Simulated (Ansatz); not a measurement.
**ScAl3: computed properties**

Method: Ansatz 0.2.0, DFT PBE, scalar-relativistic, plane waves, PAW.

Cutoff 420 eV; k points 10×10×10 on the computed 4-atom cell (Γ-centred); Gaussian smearing, width 0.10 eV; no spin polarisation.

The structure is relaxed at this level of theory with its symmetry kept. Whether it is the stable form of this composition wasn't checked.

```cif
data_structure
_symmetry_space_group_name_H-M 'Pm-3m'
_symmetry_Int_Tables_number 221
_cell_length_a 4.1053
_cell_length_b 4.1053
_cell_length_c 4.1053
_cell_angle_alpha 90.000
_cell_angle_beta 90.000
_cell_angle_gamma 90.000
_cell_volume 69.19
loop_
_atom_site_label
_atom_site_type_symbol
_atom_site_symmetry_multiplicity
_atom_site_Wyckoff_symbol
_atom_site_fract_x
_atom_site_fract_y
_atom_site_fract_z
_atom_site_occupancy
Sc1 Sc 1 a 0.00000 0.00000 0.00000 1
Al1 Al 3 c 0.50000 0.00000 0.50000 1
```

(1) Formation energy from the elements' standard states (uncorrected)?

(2) Density of states at the Fermi level?

(3) Löwdin character within 0.5 eV of the Fermi level?

(4) Bader charges (e)?

Results:

(1) -0.453 eV/atom.

(2) 1.35 states/eV per cell.

(3) Sc 3d 42 %, Al 3p 42 %, Al 3s 11 %.

(4) Sc (1 in the cell) 1.16, Al (3 in the cell) -0.39.